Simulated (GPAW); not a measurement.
# TiSi2 (P1) in GPAW: single point with PBE

Aim: the single point of TiSi2 with PBE.

All numbers are computed with GPAW 26.7.0; they aren't measurements. Logs are shortened: lines on timing, memory, paths and dates and some standing lists are left out, and cuts for length are marked. The log counts tension as positive stress, the text compression.

### 1 The cell of the first run

The typed cell holds 3 atoms: a = 4.779 Å, b = 4.779 Å, c = 4.779 Å, α = 144.10°, β = 138.02°, γ = 56.40°.

The cell comes from a database or a generator and needn't be the stable form of this composition.

### 2 Single point, PBE (atoms moved at random, drawn with an rms of 0.05 Å)

run.py

```python
from ase.dft.bandgap import bandgap
from ase.io import read, write
from ase.units import GPa
from gpaw import GPAW, PW

atoms = read('POSCAR')

calc = GPAW(mode=PW(600),
            xc='PBE',
            kpts={'size': (12, 12, 12), 'gamma': True},
            occupations={'name': 'fermi-dirac', 'width': 0.05},
            nbands=21,
            convergence={'density': 1e-05, 'energy': 1e-05},
            maxiter=150,
            txt='gpaw.txt')
atoms.calc = calc
energy = atoms.get_potential_energy()
forces = atoms.get_forces()
stress = atoms.get_stress()
calc.write('gs.gpw')
write('result.traj', atoms)
print(f'Energy: {energy:.6f} eV')
print('Forces (eV/A):')
print(forces.round(4))
print('Stress (GPa):', (stress / GPa).round(3))
print('Fermi level:', round(calc.get_fermi_level(), 4), 'eV')
print(f'Gap: {bandgap(calc)[0]:.4f} eV, direct: {bandgap(calc, direct=True)[0]:.4f} eV')
```

POSCAR

```
TiSi2
1.0
   -1.4728720000      1.7121300000      4.2120830000
    1.4728720000     -1.7121300000      4.2120830000
    1.4728720000      1.7121300000     -4.2120830000
Ti Si
1 2
Direct
   -0.0063720000      0.0024430000      0.0062930000
    0.6832990000      0.6675750000      0.0141150000
    0.3370530000      0.3154850000     -0.0051230000
```

Potentials or basis: GPAW PAW data sets (gpaw-data 1.2.1), pw.

On the command line:

```
$ OMP_NUM_THREADS=1 python run.py
```

gpaw.txt:

```text
__  _  _
 | _ |_)|_||  |
 |__||  | ||/\| - 26.7.0

Input parameters:
  mode=PW(ecut=600.0),
  convergence={'density': 1e-05, 'energy': 1e-05},
  kpts=MonkhorstPack(size=(12, 12, 12), gamma=True),
  maxiter=150,
  nbands=21,
  occupations=Occupations(name='fermi-dirac', width=0.05),
  xc=XC(name='PBE')

Diagonalizing LCAO Hamiltonian
Converting LCAO to pw mode

       Si

       Si

       Ti

Atoms  # Å, Bohr magnetons
|   | symbol |         x |         y |         z |    initial magnetic moments |
|---|--------|-----------|-----------|-----------|-----------------------------|
| 0 |     Ti |  0.022252 | -0.004318 | -0.043056 | ( 0.0000,  0.0000,  0.0000) |
| 1 |     Si | -0.002370 |  0.051088 |  5.630540 | ( 0.0000,  0.0000,  0.0000) |
| 2 |     Si | -0.039312 |  0.028156 |  2.770123 | ( 0.0000,  0.0000,  0.0000) |

Unit cell  # Å
| periodic |         x |         y |         z |  lengths |     angles |
|----------|-----------|-----------|-----------|----------|------------|
|      yes | -1.472872 |  1.712130 |  4.212083 | 4.779371 | 144.101702 |
|      yes |  1.472872 | -1.712130 |  4.212083 | 4.779371 | 138.016520 |
|      yes |  1.472872 |  1.712130 | -4.212083 | 4.779371 |  56.399639 |

Number of symmetries: 1
Symmetry operations  # r_c * U_cc + t_c -> r_c
|   | kind |            matrix            |
|---|------|------------------------------|
| 0 |  E   |  1, 0, 0,  0, 1, 0,  0, 0, 1 |

BZ-sampling:
  Number of BZ points: 1728
  Number of IBZ points: 868

  Monkhorst-Pack size: [12, 12, 12]
  Monkhorst-Pack shift: [0.041666666666666664, 0.041666666666666664, 0.041666666666666664]

K-points  # in reciprocal-cell coordinates
|     |                                coordinates |     weight |
|-----|--------------------------------------------|------------|
|   0 | ( -0.00000000,  -0.00000000,  -0.00000000) | 0.00057870 |
|   1 | ( -0.00000000,  -0.00000000,   0.08333333) | 0.00115741 |
|   2 | ( -0.00000000,  -0.00000000,   0.16666667) | 0.00115741 |
|   3 | ( -0.00000000,  -0.00000000,   0.25000000) | 0.00115741 |
|   4 | ( -0.00000000,  -0.00000000,   0.33333333) | 0.00115741 |
|   5 | ( -0.00000000,  -0.00000000,   0.41666667) | 0.00115741 |
|   6 | ( -0.00000000,  -0.00000000,   0.50000000) | 0.00057870 |
|   7 | ( -0.00000000,   0.08333333,  -0.41666667) | 0.00115741 |
|   8 | ( -0.00000000,   0.08333333,  -0.33333333) | 0.00115741 |
|   9 | ( -0.00000000,   0.08333333,  -0.25000000) | 0.00115741 |
| ... |                                            |            |
| 867 | (  0.50000000,   0.50000000,   0.50000000) | 0.00057870 |

Plane wave coefficients: 1438
Cutoff: 600.0 eV

Spin-components: 1 (collinear spins)
Bands:           21
Projectors:      16
Spin-degeneracy: 2
Datatype:        complex128

Parallelization:
  kpt:    1
  domain: 1
  band:   1

Density:
  Valence electrons: 20.0
  Components: 1
  Grid points: [27 27 27]
  Charge: 0.0  # |e|

Potential:
  Grid points: [27 27 27]

species:
  Ti:
    name:    Titanium
    Z:       22.0
    valence: 12
    core:    10
    charge:  0.0  # [|e|]
    compensation charges:
      type: gauss
      rc: 0.38  # [Å]
      lmax: 2
    cutoffs:
      filter: 2.23  # [Å]
      core: 1.02  # [Å]
    projectors
    | kind |    occ | energy [eV] | rcut [Å] |
    |------|--------|-------------|----------|
    |   3s |  2.000 |     -62.623 |    1.270 |
    |   4s |  2.000 |      -4.466 |    1.270 |
    |   3p |  6.000 |     -38.862 |    1.058 |
    |   4p |  0.000 |      -1.466 |    1.058 |
    |   3d |  2.000 |      -4.258 |    1.058 |
    |    d |        |      22.953 |    1.058 |

    Using partial waves for Ti as LCAO basis

  Si:
    name:    Silicon
    Z:       14.0
    valence: 4
    core:    10
    charge:  0.0  # [|e|]
    compensation charges:
      type: gauss
      rc: 0.33  # [Å]
      lmax: 2
    cutoffs:
      filter: 1.86  # [Å]
      core: 2.06  # [Å]
    projectors
    | kind |    occ | energy [eV] | rcut [Å] |
    |------|--------|-------------|----------|
    |   3s |  2.000 |     -10.812 |    1.058 |
    |   3p |  2.000 |      -4.081 |    1.058 |
    |    s |        |      16.399 |    1.058 |
    |    p |        |      23.130 |    1.058 |
    |    d |        |       0.000 |    1.058 |

    Using partial waves for Si as LCAO basis

Reference energy: -38996.702782  # eV

eigensolver:
  PPCG
  Converge bands: occupied
  niter=2

density mixing:
  MSR1-Mixer
  Pratt-step length: 0.05
  Maximum mixing coefficient: 0.75
  Old densities: 10
  SVD Regularization: 0.005
  Good broyden scale: 1.0
  Trust region scale: 1.0
  Backstep threshold: 4.0
  History deletion threshold: 6.0
  Fourier metric: weight=20.0, sigma=0.015

occupation numbers:
  Fermi-Dirac:
    width: 0.0500  # eV

poisson solver:
  ecut: 4800.0  # eV

xc functional:
  name: PBE with 2 nearest neighbor stencil

convergence criteria:
- Maximum integral of absolute [dens]ity change: 1e-05 electrons / valence electron
- Maximum [total energy] change in last 3 cyles: 1e-05 eV / valence electron
- Maximum integral of absolute [eigenst]ate change: 4e-08 eV^2 / valence electron
maximum number of iterations: 150

SCF iterations
|iter     | |      energy | eigst |  dens |
|---------|-|-------------|-------|-------|
|iter:   1| |  -18.765998 | +0.42 |       |
|iter:   2| |  -18.738833 | -2.69 | -1.21 |
|iter:   3| |  -18.610957 | -2.03 | -1.24 |
|iter:   4| |  -18.629863 | -2.46 | -1.74 |
|iter:   5| |  -18.606409 | -3.08 | -1.85 |
|iter:   6| |  -18.607187 | -4.25 | -2.30 |
|iter:   7| |  -18.607200 | -5.13 | -3.07 |
|iter:   8| |  -18.607202c| -6.86 | -3.82 |
|iter:   9| |  -18.607202c| -7.80c| -4.30 |
|iter:  10| |  -18.607202c| -7.71c| -4.68 |
|iter:  11| |  -18.607202c| -8.33c| -5.40c|

Converged in 11 steps
Energy contributions relative to reference atoms: (reference = -38996.702782)

Energy contributions:
  Kinetic:          17.769568
  Coulomb:         -13.953046
  Zero:             -0.038046
  External:          0.000000
  Xc:              -22.380143
  Entropy:          -0.011067
  Spinorbit:         0.000000
  ----------------------------
  Free energy:     -18.612735
  Extrapolated:    -18.607202

dipole moment: (-13.889537, 5.618217, 12.726289)  # |e|*Ang

Fermi level: 9.580
Eigenvalues  # (at kpt = [-0.000, -0.000, -0.000])
| band index |      eig [eV] | occ [0-2] |
|------------|---------------|-----------|
|          0 |       -46.669 |     2.000 |
|          1 |       -23.013 |     2.000 |
|          2 |       -22.992 |     2.000 |
|          3 |       -22.740 |     2.000 |
|          4 |        -2.987 |     2.000 |
|          5 |         4.819 |     2.000 |
|          6 |         5.421 |     2.000 |
|          7 |         7.438 |     2.000 |
|          8 |         8.945 |     2.000 |
|          9 |        10.354 |     0.000 |
|         10 |        11.610 |     0.000 |
|         11 |        11.976 |     0.000 |
|         12 |        12.704 |     0.000 |
|         13 |        13.364 |     0.000 |
|         14 |        13.674 |     0.000 |
|         15 |        14.970 |     0.000 |
|         16 |        15.451 |     0.000 |
|        ... |               |           |
|         20 |        24.456 |     0.000 |

No gap
No difference between direct/indirect transitions

Forces  # eV/Ang
|        x |        y |        z |
|----------|----------|----------|
| -0.27058 |  0.38236 |  0.27565 |  # Ti   0
|  0.04264 | -0.26859 | -0.10939 |  # Si   1
|  0.22793 | -0.11375 | -0.16634 |  # Si   2

Stress tensor  # eV/Ang^3
|         x |         y |         z |
|-----------|-----------|-----------|
| -0.008704 |  0.000542 |  0.001301 |
|  0.000542 | -0.004816 | -0.000444 |
|  0.001301 | -0.000444 | -0.002062 |

# Writing to gs.gpw (mode='')
```

Run time: 12 min. Hardware: 1 thread of Arm Neoverse V2, shared host; peak memory 0.86 GiB.

What came out:

| Property | Result |
| --- | --- |
| Free energy | -18.6127 eV |
| Pressure | 0.8 GPa |
| Largest force | 0.544 eV/Å |
| Band gap on the k mesh | none (metal or under the smearing width) |

Forces in eV/Å, atoms in the order of the input:
```
Ti  -0.271  0.382  0.276
Si   0.043 -0.269 -0.109
Si   0.228 -0.114 -0.166
```

Stress tensor (GPa, compression positive):
```
 1.39 -0.09 -0.21
-0.09  0.77  0.07
-0.21  0.07  0.33
```

Levels at points of the mesh, in eV from the Fermi level:
| k point | band 7 | band 8 | band 9 | band 10 | band 11 | band 12 | band 13 | band 14 |
| --- | --- | --- | --- | --- | --- | --- | --- | --- |
| (0.00, 0.00, 0.00) | -4.16 | -2.14 | -0.63 | 0.77 | 2.03 | 2.40 | 3.12 | 3.78 |
| (0.00, 0.00, 0.50) | -5.10 | -4.63 | -2.89 | -1.30 | -0.67 | 2.69 | 2.90 | 3.16 |
| (0.00, 0.50, 0.00) | -3.65 | -3.33 | -0.96 | -0.44 | 0.97 | 2.91 | 3.36 | 4.04 |
| (0.00, 0.50, 0.50) | -4.36 | -3.79 | -0.68 | 0.97 | 2.05 | 2.57 | 3.52 | 4.00 |
| (0.50, 0.00, 0.00) | -4.34 | -3.72 | -0.69 | 0.95 | 2.04 | 2.57 | 3.50 | 4.02 |
| (0.50, 0.00, 0.50) | -3.62 | -3.43 | -0.91 | -0.42 | 0.96 | 2.69 | 3.37 | 3.94 |
| (0.50, 0.50, 0.00) | -5.06 | -4.68 | -2.88 | -1.31 | -0.67 | 2.73 | 2.90 | 3.13 |
| (0.50, 0.50, 0.50) | -1.41 | -1.15 | -0.35 | 0.45 | 1.97 | 2.41 | 2.55 | 3.65 |

Caveat: the program warned that so skewed a cell can give wrong results.
